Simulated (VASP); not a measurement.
# BaZrS3 (Pnma) in VASP: a series of runs, part 2 of 3

VASP 6.6.1. The steps go on from the part before.

## (4) Relaxation of cell and atoms, PBE

INCAR

```
SYSTEM = BaZrS3
  PREC = Accurate
  ENCUT = 300
  EDIFF = 1E-6
  ISMEAR = 0
  SIGMA = 0.03
  LREAL = .FALSE.
  LASPH = .TRUE.
  NELM = 80
  ALGO = Normal
  ISIF = 3
  LWAVE = .FALSE.
  LCHARG = .FALSE.
  GGA = PE
  IBRION = 2
  NSW = 90
  EDIFFG = -0.01
```

KPOINTS

```
Automatic mesh
0
G
  2 2 2
  0 0 0
```

POSCAR

```
BaZrS3
1.0
    7.1344888100      0.0000000000      0.0000000000
    0.0000000000     10.0418237600      0.0000000000
    0.0000000000      0.0000000000      7.0635613000
Ba Zr S
4 4 12
Direct
    0.0430272500      0.2500000000      0.0087500800
    0.4569727500      0.7500000000      0.5087500800
    0.5430272500      0.2500000000      0.4912499200
    0.9569727500      0.7500000000      0.9912499200
    0.0000000000      0.0000000000      0.5000000000
    0.5000000000      0.0000000000      0.0000000000
    0.5000000000      0.5000000000      0.0000000000
    0.0000000000      0.5000000000      0.5000000000
    0.9941581600      0.2500000000      0.5608972600
    0.5058418400      0.7500000000      0.0608972600
    0.4941581600      0.2500000000      0.9391027400
    0.0058418400      0.7500000000      0.4391027400
    0.2132557900      0.9681785700      0.7866180500
    0.2867442100      0.0318214300      0.2866180500
    0.7132557900      0.5318214300      0.7133819500
    0.7867442100      0.4681785700      0.2133819500
    0.7867442100      0.0318214300      0.2133819500
    0.7132557900      0.9681785700      0.7133819500
    0.2867442100      0.4681785700      0.2866180500
    0.2132557900      0.5318214300      0.7866180500
```

Potentials or basis: VASP PAW PBE potentials, release 64 (Ba_sv, Zr_sv, S).

Run with:

```bash
$ cat potpaw_PBE.64/Ba_sv/POTCAR potpaw_PBE.64/Zr_sv/POTCAR potpaw_PBE.64/S/POTCAR > POTCAR
$ mpirun -np 4 vasp_std > vasp.out
```

Wall time 14 min (4 MPI ranks of Intel Xeon Platinum 8375C at 2.90GHz (Ice Lake), shared host); peak memory 0.21 GiB.

The run converged. Its results:

- Free energy: -127.5518 eV
- Relaxed volume: 25.36 Å³/atom
- Relaxed cell: a = 7.188 Å, b = 10.014 Å, c = 7.048 Å, α = 90.00°, β = 90.00°, γ = 90.00°
- Space group after relaxing (to 0.05 Å): Pnma (No. 62)
- Energy gained by relaxing: 1.2 meV/atom
- Ionic steps: 17
- Pressure after relaxing: 0.0 GPa
- Largest force after relaxing: 0.010 eV/Å
- Band gap on the k mesh: 1.04 eV, direct

Forces on the atoms (eV/Å):
```
Ba   0.003  0.000  0.008
Ba  -0.003  0.000  0.008
Ba   0.003  0.000 -0.008
Ba  -0.003  0.000 -0.008
Zr   0.000  0.000  0.000
Zr   0.000  0.000  0.000
Zr   0.000  0.000  0.000
Zr   0.000  0.000  0.000
S    0.004  0.000 -0.009
S   -0.004  0.000 -0.009
S    0.004  0.000  0.009
S   -0.004  0.000  0.009
S   -0.004 -0.002  0.002
S    0.004  0.002  0.002
S   -0.004  0.002 -0.002
S    0.004 -0.002 -0.002
S    0.004  0.002 -0.002
S   -0.004 -0.002 -0.002
S    0.004 -0.002  0.002
S   -0.004  0.002  0.002
```

The path:
```
step  energy change (eV)  largest force (eV/Å)  pressure (GPa)  volume (Å³)
   1              0.0000                0.0645            0.29       506.06
   2             -0.0047                0.0588           -0.21       509.43
   3             -0.0048                0.0574           -0.14       508.94
   4             -0.0077                0.0593           -0.07       508.43
   5             -0.0095                0.0650            0.13       507.09
   6             -0.0099                0.0633            0.07       507.46
   7             -0.0119                0.0605            0.07       507.48
   8             -0.0170                0.0522            0.04       507.54
   9             -0.0216                0.0339            0.00       507.66
  10             -0.0216                0.0323            0.00       507.67
  11             -0.0225                0.0265            0.00       507.62
  12             -0.0230                0.0223            0.01       507.55
  13             -0.0234                0.0121           -0.01       507.63
  14             -0.0236                0.0121           -0.02       507.70
  15             -0.0234                0.0210           -0.04       507.84
  16             -0.0236                0.0133           -0.02       507.74
  17             -0.0237                0.0098            0.05       507.25
```

Final structure:
```xyz
20
Lattice="7.1876 0.0000 0.0000 0.0000 10.0138 0.0000 0.0000 0.0000 7.0475" Properties=species:S:1:pos:R:3 pbc="T T T"
Ba    0.3664    2.5035    0.0823
Ba    3.2274    7.5104    3.6061
Ba    3.9602    2.5035    3.4414
Ba    6.8212    7.5104    6.9652
Zr    0.0000    0.0000    3.5238
Zr    3.5938    0.0000    0.0000
Zr    3.5938    5.0069    0.0000
Zr    0.0000    5.0069    3.5238
S     7.1365    2.5035    3.9912
S     3.6449    7.5104    0.4674
S     3.5427    2.5035    6.5801
S     0.0511    7.5104    3.0563
S     1.5218    9.6605    5.5559
S     2.0720    0.3533    2.0321
S     5.1156    5.3602    5.0154
S     5.6658    4.6536    1.4916
S     5.6658    0.3533    1.4916
S     5.1156    9.6605    5.0154
S     2.0720    4.6536    2.0321
S     1.5218    5.3602    5.5559
```

Levels at points of the mesh, in eV from the valence-band top:
| k point | band 77 | band 78 | band 79 | band 80 | band 81 | band 82 | band 83 | band 84 |
| --- | --- | --- | --- | --- | --- | --- | --- | --- |
| (0.00, 0.00, 0.00) | -0.15 | -0.04 | 0.00 | 0.00 | 1.04 | 1.13 | 1.18 | 1.31 |
| (0.50, 0.00, 0.00) | -0.52 | -0.52 | -0.19 | -0.19 | 2.03 | 2.03 | 2.15 | 2.15 |
| (0.00, 0.50, 0.00) | -0.25 | -0.25 | -0.18 | -0.18 | 1.21 | 1.21 | 2.05 | 2.05 |
| (0.50, 0.50, 0.00) | -0.30 | -0.30 | -0.30 | -0.30 | 2.40 | 2.40 | 2.40 | 2.40 |
| (0.00, 0.00, 0.50) | -0.46 | -0.46 | -0.27 | -0.27 | 2.07 | 2.07 | 2.16 | 2.16 |
| (0.50, 0.00, 0.50) | -0.34 | -0.34 | -0.05 | -0.05 | 1.15 | 1.15 | 2.44 | 2.44 |
| (0.00, 0.50, 0.50) | -0.32 | -0.32 | -0.27 | -0.27 | 2.33 | 2.33 | 2.35 | 2.35 |
| (0.50, 0.50, 0.50) | -0.33 | -0.33 | -0.33 | -0.33 | 2.17 | 2.17 | 2.17 | 2.17 |

Caveat: the k mesh is coarse (spacing up to 0.44 Å⁻¹), so the values aren't converged; the cutoff is under 1.25 times the usual one of these potentials, so pressure, stress and relaxed cells hold a basis-set (Pulay) error; spin-orbit coupling is left out, which moves the levels of the heavy elements. A k mesh can miss the band edges.

## (5) Relaxation of cell and atoms, PBE

This run uses another cell than the first one, of 25.36 Å³/atom, 1.002 times its volume.

Changes to INCAR since step 4:

```diff
@@ -3,3 +3,3 @@
   ENCUT = 300
-  EDIFF = 1E-6
+  EDIFF = 1E-7
   ISMEAR = 0
@@ -16,2 +16,2 @@
   NSW = 90
-  EDIFFG = -0.01
+  EDIFFG = -0.005
```

KPOINTS is that of step 4.

POSCAR

```
BaZrS3                                  
1.0
    7.1876000152      0.0000000000      0.0000000000
    0.0000000000     10.0138050141      0.0000000000
    0.0000000000      0.0000000000      7.0475187226
  Ba              Zr              S             
     4     4    12
Direct
     0.0509728599992453    0.2500000000000000    0.0116803832775585
     0.4490271400007547    0.7500000000000000    0.5116803832775584
     0.5509728599992453    0.2500000000000000    0.4883196167224415
     0.9490271400007547    0.7500000000000000    0.9883196167224416
     0.0000000000000000    0.0000000000000000    0.5000000000000000
     0.5000000000000000    0.0000000000000000    0.0000000000000000
     0.5000000000000000    0.5000000000000000    0.0000000000000000
     0.0000000000000000    0.5000000000000000    0.5000000000000000
     0.9928866354954544    0.2500000000000000    0.5663258860536056
     0.5071133645045456    0.7500000000000000    0.0663258860536056
     0.4928866354954545    0.2500000000000000    0.9336741139463944
     0.0071133645045456    0.7500000000000000    0.4336741139463945
     0.2117318161915031    0.9647174356430112    0.7883489171282951
     0.2882681838084970    0.0352825643569889    0.2883489171282952
     0.7117318161915029    0.5352825643569888    0.7116510828717049
     0.7882681838084971    0.4647174356430111    0.2116510828717048
     0.7882681838084971    0.0352825643569889    0.2116510828717048
     0.7117318161915029    0.9647174356430112    0.7116510828717049
     0.2882681838084970    0.4647174356430111    0.2883489171282952
     0.2117318161915031    0.5352825643569888    0.7883489171282951
```

Potentials or basis: VASP PAW PBE potentials, release 64 (Ba_sv, Zr_sv, S).

Run with:

```bash
$ cat potpaw_PBE.64/Ba_sv/POTCAR potpaw_PBE.64/Zr_sv/POTCAR potpaw_PBE.64/S/POTCAR > POTCAR
$ mpirun -np 4 vasp_std > vasp.out
```

OUTCAR:

```text
SYSTEM = BaZrS3
   PREC = Accurate
   ENCUT = 300
   EDIFF = 1E-7
   ISMEAR = 0
   LREAL = .FALSE.
   LASPH = .TRUE.
   NELM = 80
   ISIF = 3
   GGA = PE
   IBRION = 2
   NSW = 90
   EDIFFG = -0.005

 ion  position               nearest neighbor table
   1  0.051  0.250  0.012-   9 3.17  16 3.19  17 3.19  11 3.22  14 3.37  19 3.37  13 3.46  20 3.46
                             6 4.09   7 4.09   5 4.27   8 4.27
   2  0.449  0.750  0.512-  10 3.17  15 3.19  18 3.19  12 3.22  13 3.37  20 3.37  19 3.46  14 3.46
                             5 4.09   8 4.09   7 4.27   6 4.27
   3  0.551  0.250  0.488-  11 3.17  14 3.19  19 3.19   9 3.22  17 3.37  16 3.37  18 3.46  15 3.46
                             5 4.09   8 4.09   7 4.27   6 4.27
   4  0.949  0.750  0.988-  12 3.17  13 3.19  20 3.19  10 3.22  18 3.37  15 3.37  16 3.46  17 3.46
                             6 4.09   7 4.09   5 4.27   8 4.27
   5  0.000  0.000  0.500-   9 2.55  12 2.55  13 2.56  17 2.56  14 2.58  18 2.58   2 4.09   3 4.09
                             1 4.27   4 4.27
   6  0.500  0.000  0.000-  10 2.55  11 2.55  14 2.56  18 2.56  17 2.58  13 2.58   1 4.09   4 4.09
                             3 4.27   2 4.27
   7  0.500  0.500  0.000-  10 2.55  11 2.55  15 2.56  19 2.56  16 2.58  20 2.58   1 4.09   4 4.09
                             3 4.27   2 4.27
   8  0.000  0.500  0.500-   9 2.55  12 2.55  16 2.56  20 2.56  19 2.58  15 2.58   2 4.09   3 4.09
                             1 4.27   4 4.27
   9  0.993  0.250  0.566-   5 2.55   8 2.55   1 3.17   3 3.22
  10  0.507  0.750  0.066-   6 2.55   7 2.55   2 3.17   4 3.22
  11  0.493  0.250  0.934-   6 2.55   7 2.55   3 3.17   1 3.22
  12  0.007  0.750  0.434-   5 2.55   8 2.55   4 3.17   2 3.22
  13  0.212  0.965  0.788-   5 2.56   6 2.58   4 3.19   2 3.37   1 3.46
  14  0.288  0.035  0.288-   6 2.56   5 2.58   3 3.19   1 3.37   2 3.46
  15  0.712  0.535  0.712-   7 2.56   8 2.58   2 3.19   4 3.37   3 3.46
  16  0.788  0.465  0.212-   8 2.56   7 2.58   1 3.19   3 3.37   4 3.46
  17  0.788  0.035  0.212-   5 2.56   6 2.58   1 3.19   3 3.37   4 3.46
  18  0.712  0.965  0.712-   6 2.56   5 2.58   2 3.19   4 3.37   3 3.46
  19  0.288  0.465  0.288-   7 2.56   8 2.58   3 3.19   1 3.37   2 3.46
  20  0.212  0.535  0.788-   8 2.56   7 2.58   4 3.19   2 3.37   1 3.46

  LATTYP: Found a simple orthorhombic cell.
 ALAT       =     7.0475187226
 B/A-ratio  =     1.0198766826
 C/A-ratio  =     1.4208979654

  Lattice vectors:

 A1 = (   0.0000000000,   0.0000000000,   7.0475187226)
 A2 = (   7.1876000152,   0.0000000000,   0.0000000000)
 A3 = (   0.0000000000,  10.0138050141,   0.0000000000)

Analysis of symmetry for initial positions (statically):
=====================================================================
 Subroutine PRICEL returns:
 Original cell was already a primitive cell.

 Routine SETGRP: Setting up the symmetry group for a
 simple orthorhombic supercell.

 Subroutine GETGRP returns: Found  8 space group operations
 (whereof  2 operations were pure point group operations)
 out of a pool of  8 trial point group operations.

The static configuration has the point symmetry S_2 .
 The point group associated with its full space group is D_2h.

Analysis of symmetry for dynamics (positions and initial velocities):
=====================================================================
 Subroutine PRICEL returns:
 Original cell was already a primitive cell.

 Routine SETGRP: Setting up the symmetry group for a
 simple orthorhombic supercell.

 Subroutine GETGRP returns: Found  8 space group operations
 (whereof  2 operations were pure point group operations)
 out of a pool of  8 trial point group operations.

[... 109 lines left out ...]
   NGXF,Y,Z  is equivalent  to a cutoff of  19.43, 19.92, 18.87 a.u.
 SYSTEM =  BaZrS3
   PREC   = accura    normal or accurate (medium, high low for compatibility)
   ISTART =      0    job   : 0-new  1-cont  2-samecut
   ICHARG =      2    charge: 1-file 2-atom 10-const
   ISPIN  =      1    spin polarized calculation?
   LNONCOLLINEAR =      F non collinear calculations
   LSORBIT =      F    spin-orbit coupling
   LASPH  =      T    aspherical Exc in radial PAW
   ENCUT  =  300.0 eV  22.05 Ry    4.70 a.u.  10.15 14.14  9.95*2*pi/ulx,y,z
   NELM   =     80;   NELMIN=  2; NELMDL= -5     # of ELM steps
   EDIFF  = 0.1E-06   stopping-criterion for ELM
   LREAL  =      F    real-space projection
   EDIFFG = -.5E-02   stopping-criterion for IOM
   NSW    =     90    number of steps for IOM
   IBRION =      2    ionic relax: 0-MD 1-quasi-New 2-CG
   NFREE  =      1    steps in history (QN), initial steepest desc. (CG)
   ISIF   =      3    stress and relaxation
   ISYM   =      2    0-nonsym 1-usesym 2-fastsym
   POTIM  = 0.5000    time-step for ionic-motion
   TEBEG  =    0.0;   TEEND  =   0.0 temperature during run
   PSTRESS=    0.0 pullay stress
   NELECT =     160.0000    total number of electrons
   NUPDOWN=      -1.0000    fix difference up-down
   EMIN   =  10.00;   EMAX   =-10.00  energy-range for DOS
   EFERMI =   0.00;   METHOD = LEGACY
   ISMEAR =     0;   SIGMA  =   0.03  broadening in eV -4-tet -1-fermi 0-gaus
   EFERMI_NEDOS =   21; number of points for ismear=-14 and -15
   IALGO  =     38    algorithm
   IMIX   =      4    mixing-type and parameters
     AMIX     =   0.40;   BMIX     =  1.00
     AMIX_MAG =   1.60;   BMIX_MAG =  1.00
  volume/ion in A,a.u.               =      25.36       171.15
  Fermi-wavevector in a.u.,A,eV,Ry     =   1.114402  2.105914 16.896952  1.241891
  Thomas-Fermi vector in A             =   2.250996
   LORBIT       =      0    0 simple, 1 ext, 2 COOP (PROOUT), +10 PAW based schemes
   GGA     = PE    functional components
   LHFCALC =     F    Hartree Fock is set to
   AEXX    =    0.0000 exact exchange contribution
   IVDW    =     0    specifies the selected vdW correction
   LEPSILON=     F    determine dielectric tensor
   LRPA    =     F    only Hartree local field effects (RPA)
 conjugate gradient relaxation of ions
 non-spin polarized calculation
 Gauss-broadening in eV      SIGMA  =   0.03
  energy-cutoff  :      300.00
  volume of cell :      507.25
 maximum number of plane-waves:      6020
 NGX is ok and might be reduce to    42
   NGX = 21   NGY = 29   NGZ = 19

--------------------------------------- Ionic step        1  -------------------------------------------

 number of electron     160.0000028 magnetization

 Free energy of the ion-electron system (eV)
  ---------------------------------------------------
  ext. energy  EPLUGINS =         0.00000000
  ---------------------------------------------------
  free energy    TOTEN  =      -127.55418746 eV

  energy without entropy =     -127.55418746  energy(sigma->0) =     -127.55418746

------------------------ aborting loop because EDIFF is reached ----------------------------------------

  FORCE on cell =-STRESS in cart. coord.  units (eV):
  Direction    XX          YY          ZZ          XY          YZ          ZX
  --------------------------------------------------------------------------------------
  -------------------------------------------------------------------------------------
  Total        0.1551690      0.1333269      0.1819014      0.0000000      0.0000000      0.0000000
  in kB        0.4901129      0.4211230      0.5745492      0.0000000      0.0000000      0.0000000
  external PRESSURE =       0.4952617 kB  Pullay stress =       0.0000000 kB
[... 203 lines left out ...]
--------------------------------------- Ionic step        5  -------------------------------------------

 number of electron     160.0000030 magnetization

 Free energy of the ion-electron system (eV)
  ---------------------------------------------------
  ext. energy  EPLUGINS =         0.00000000
  ---------------------------------------------------
  free energy    TOTEN  =      -127.55434960 eV

  energy without entropy =     -127.55434960  energy(sigma->0) =     -127.55434960

 E-fermi :   3.7526     XC(G=0):  -9.4173

 val. band max:        3.5951196800   @ k =   0.0000   0.0000   0.0000
 cond. band min:       4.6352564022   @ k =   0.0000   0.0000   0.0000
 fundamental gap:      1.0401367222
 Fermi energy:         3.7525925198

 k-point     1 :       0.0000    0.0000    0.0000
  band No.  band energies     occupation
      1     -45.3770      2.00000
      2     -45.3768      2.00000
      3     -45.3767      2.00000
      4     -45.3765      2.00000
      5     -23.4214      2.00000
      6     -23.4205      2.00000
[... 749 lines left out ...]
     91       6.6568      0.00000
     92       6.6568      0.00000
 [bands above 92 left out]

------------------------ aborting loop because EDIFF is reached ----------------------------------------

  FORCE on cell =-STRESS in cart. coord.  units (eV):
  Direction    XX          YY          ZZ          XY          YZ          ZX
  --------------------------------------------------------------------------------------
  -------------------------------------------------------------------------------------
  Total        0.0087284      0.0648661     -0.0703963      0.0000000      0.0000000     -0.0000000
  in kB        0.0275508      0.2047470     -0.2222030      0.0000000      0.0000000     -0.0000000
  external PRESSURE =       0.0033649 kB  Pullay stress =       0.0000000 kB
[... 35 lines left out ...]
  FREE ENERGIE OF THE ION-ELECTRON SYSTEM (eV)
  ---------------------------------------------------
  free  energy   TOTEN  =      -127.5543496050 eV

  energy  without entropy=     -127.5543496050  energy(sigma->0) =     -127.55434960

 reached required accuracy - stopping structural energy minimisation
```

Wall time 4.7 min (4 MPI ranks of Intel Xeon Platinum 8375C at 2.90GHz (Ice Lake), shared host); peak memory 0.19 GiB.

Results:

- Free energy: -127.5543 eV
- Relaxed volume: 25.38 Å³/atom
- Relaxed cell: a = 7.189 Å, b = 10.015 Å, c = 7.050 Å, α = 90.00°, β = 90.00°, γ = 90.00°
- Space group after relaxing (to 0.05 Å): Pnma (No. 62)
- Energy gained by relaxing: 0.0 meV/atom
- Ionic steps: 5
- Pressure after relaxing: 0.0 GPa
- Largest force after relaxing: 0.004 eV/Å
- Band gap on the k mesh: 1.04 eV, direct

Forces on the atoms (eV/Å):
```
Ba   0.004  0.000  0.000
Ba  -0.004  0.000  0.000
Ba   0.004  0.000  0.000
Ba  -0.004  0.000  0.000
Zr   0.000  0.000  0.000
Zr   0.000  0.000  0.000
Zr   0.000  0.000  0.000
Zr   0.000  0.000  0.000
S    0.002  0.000  0.001
S   -0.002  0.000  0.001
S    0.002  0.000 -0.001
S   -0.002  0.000 -0.001
S   -0.001  0.003  0.003
S    0.001 -0.003  0.003
S   -0.001 -0.003 -0.003
S    0.001  0.003 -0.003
S    0.001 -0.003 -0.003
S   -0.001  0.003 -0.003
S    0.001  0.003  0.003
S   -0.001 -0.003  0.003
```

The path:
```
step  energy change (eV)  largest force (eV/Å)  pressure (GPa)  volume (Å³)
   1              0.0000                0.0098            0.05       507.25
   2             -0.0001                0.0082           -0.04       507.82
   3             -0.0001                0.0086           -0.01       507.66
   4             -0.0001                0.0065           -0.01       507.64
   5             -0.0002                0.0039            0.00       507.59
```

Final structure:
```
CELL_PARAMETERS angstrom
7.18919 0.00000 0.00000
0.00000 10.01484 0.00000
0.00000 0.00000 7.04996
ATOMIC_POSITIONS crystal
Ba 0.05110 0.25000 0.01194
Ba 0.44890 0.75000 0.51194
Ba 0.55110 0.25000 0.48806
Ba 0.94890 0.75000 0.98806
Zr 0.00000 0.00000 0.50000
Zr 0.50000 0.00000 0.00000
Zr 0.50000 0.50000 0.00000
Zr 0.00000 0.50000 0.50000
S 0.99301 0.25000 0.56603
S 0.50699 0.75000 0.06603
S 0.49301 0.25000 0.93397
S 0.00699 0.75000 0.43397
S 0.21160 0.96469 0.78842
S 0.28840 0.03531 0.28842
S 0.71160 0.53531 0.71158
S 0.78840 0.46469 0.21158
S 0.78840 0.03531 0.21158
S 0.71160 0.96469 0.71158
S 0.28840 0.46469 0.28842
S 0.21160 0.53531 0.78842
```

Caveat: the k mesh is coarse (spacing up to 0.45 Å⁻¹), so the values aren't converged; the cutoff is under 1.25 times the usual one of these potentials, so pressure, stress and relaxed cells hold a basis-set (Pulay) error; spin-orbit coupling is left out, which moves the levels of the heavy elements. A hybrid or GW would open this gap; PBE tends to underestimate it.

[end of part 2 of 3]
